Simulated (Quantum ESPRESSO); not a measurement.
## How biaxial strain moves the moments of FeSi: biaxial 0.94, ferro ++++

Quantum ESPRESSO 7.5; PBE; plane waves with GBRV 1.5 PBE potentials, no spin-orbit coupling.

The structure is orthorhombic, space group P2_12_12_1 (No. 19). The conventional cell has a = 4.220 Å, b = 4.220 Å, c = 4.489 Å, α = 90.00°, β = 90.00°, γ = 90.00°. Nearest to Fe lie 7 Si at 2.20 to 2.50 Å. Si has 7 Fe at 2.20 to 2.50 Å nearest. Farther neighbours are not listed.

Spin moment in the atom's sphere by atom:

| atom | spin moment in the atom's sphere (μB) |
| --- | --- |
| Fe1 | -0.0003 |
| Fe2 | -0.0003 |
| Fe3 | -0.0003 |
| Fe4 | -0.0003 |
| Si5 | 0.0000 |
| Si6 | 0.0000 |
| Si7 | 0.0000 |
| Si8 | 0.0000 |

This step gave:

```yaml
smearing_term_ts: 0.03590 eV
pressure: 28.10 GPa
magnetization: 0 μB
absolute_magnetization: 0 μB
final_state: non-magnetic
```

**Question.** Which input gives these results?

The system, level and task follow from the heading and the kind of results. Meshes, cutoffs and thresholds can't be read from the results; these are the ones that the run used.

Lengths in the Cartesian xy plane scale by the factor; z is kept. Atoms keep their fractional places. Seeded atoms are those given a starting moment.

pw.in

```
&CONTROL
  calculation = 'scf'
  prefix = 'pwscf'
  outdir = './tmp'
  pseudo_dir = './pseudo'
  disk_io = 'nowf'
  tprnfor = .true.
  tstress = .true.
/
&SYSTEM
  ibrav = 0
  celldm(1) = 8
  nat = 8
  ntyp = 2
  ecutwfc = 40
  ecutrho = 280
  nbnd = 58
  occupations = 'smearing'
  smearing = 'fd'
  degauss = 0.00367493
  nspin = 2
  starting_magnetization(1) = 0.175
  starting_magnetization(2) = 0
/
&ELECTRONS
  conv_thr = 1.6d-08
  electron_maxstep = 150
  mixing_beta = 0.3
/
ATOMIC_SPECIES
Fe     55.8450 fe_pbe_v1.5.uspp.F.UPF
Si     28.0850 si_pbe_v1.uspp.F.UPF
CELL_PARAMETERS alat
   0.9967502173798    0.0000000000000    0.0000000000000
   0.0000000000000    0.9967502173798    0.0000000000000
   0.0000000000000    0.0000000000000    1.0603725716806
ATOMIC_POSITIONS crystal
Fe      0.1370000000    0.1370000000    0.1370000000
Fe      0.6370000000    0.3630000000    0.8630000000
Fe      0.8630000000    0.6370000000    0.3630000000
Fe      0.3630000000    0.8630000000    0.6370000000
Si      0.8420000000    0.8420000000    0.8420000000
Si      0.3420000000    0.6580000000    0.1580000000
Si      0.1580000000    0.3420000000    0.6580000000
Si      0.6580000000    0.1580000000    0.3420000000
K_POINTS automatic
8 8 8 0 0 0
```

The run is started by

```
$ OMP_NUM_THREADS=1 mpirun -n 4 pw.x -nk 4 -in pw.in > pw.out
```

[Logs and program files are shortened in this print: banners, set-up blocks, solver, clock and traceback lines can be left out without a mark of their own.]

[Logs are printed without paths, hosts, clocks, repeated set-up lines and the standing remarks that a program may print on its own settings, such as how far it seeks lower states.]

[Hosts, paths, dates, database ids (printed as entryN), source tags and the programs' standing remarks are cut or masked in the printed files.]

[Where a cell is said to come from a database of computed structures, the database is the Materials Project.]
